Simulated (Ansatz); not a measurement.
## NbAs in the rocksalt structure

Method: r²SCAN, scalar-relativistic; no spin polarisation; PAW, 500 eV, 12×12×12 k-mesh, Gaussian smearing of 0.05 eV; code Ansatz. The datasets are Ansatz's generated set soft_2.

```cif
data_structure
_symmetry_space_group_name_H-M 'Fm-3m'
_symmetry_Int_Tables_number 225
_cell_length_a 5.2587
_cell_length_b 5.2587
_cell_length_c 5.2587
_cell_angle_alpha 90.000
_cell_angle_beta 90.000
_cell_angle_gamma 90.000
_cell_volume 145.42
loop_
_atom_site_label
_atom_site_type_symbol
_atom_site_symmetry_multiplicity
_atom_site_Wyckoff_symbol
_atom_site_fract_x
_atom_site_fract_y
_atom_site_fract_z
_atom_site_occupancy
Nb1 Nb 4 b 0.50000 0.00000 0.00000 1
As1 As 4 a 0.00000 0.00000 0.00000 1
```

This is a trial structure; measured cells of the compound in the Crystallography Open Database are in space group I41md.

Which orbitals carry the states at the Fermi level, and how many states are there?

Within 0.1 eV of it: Nb 4d 87 %, As 4p 10 % (shares among the projected shells). The density of states at the Fermi level is about 1.8 states/eV per cell, averaged over 0.3 eV.

Density of states (tetrahedra, averaged over 0.4 eV; states/eV per cell of 2 atoms; energy in eV from the Fermi level):

```json
{"E (eV)": "-6.45", "DOS": "0.80"}
{"E (eV)": "-6.05", "DOS": "1.23"}
{"E (eV)": "-5.65", "DOS": "1.27"}
{"E (eV)": "-5.25", "DOS": "0.74"}
{"E (eV)": "-4.85", "DOS": "2.29"}
{"E (eV)": "-4.45", "DOS": "3.24"}
{"E (eV)": "-4.05", "DOS": "1.95"}
{"E (eV)": "-3.65", "DOS": "1.29"}
{"E (eV)": "-3.25", "DOS": "0.84"}
{"E (eV)": "-2.85", "DOS": "0.55"}
{"E (eV)": "-2.45", "DOS": "0.29"}
{"E (eV)": "-2.05", "DOS": "0.34"}
{"E (eV)": "-1.65", "DOS": "0.55"}
{"E (eV)": "-1.25", "DOS": "0.83"}
{"E (eV)": "-0.85", "DOS": "1.05"}
{"E (eV)": "-0.45", "DOS": "1.25"}
{"E (eV)": "-0.05", "DOS": "1.70"}
{"E (eV)": "0.35", "DOS": "2.20"}
{"E (eV)": "0.75", "DOS": "2.64"}
{"E (eV)": "1.15", "DOS": "2.25"}
{"E (eV)": "1.55", "DOS": "3.43"}
{"E (eV)": "1.95", "DOS": "1.23"}
{"E (eV)": "2.35", "DOS": "1.01"}
{"E (eV)": "2.75", "DOS": "1.12"}
{"E (eV)": "3.15", "DOS": "0.95"}
{"E (eV)": "3.55", "DOS": "0.99"}
{"E (eV)": "3.95", "DOS": "1.16"}
```
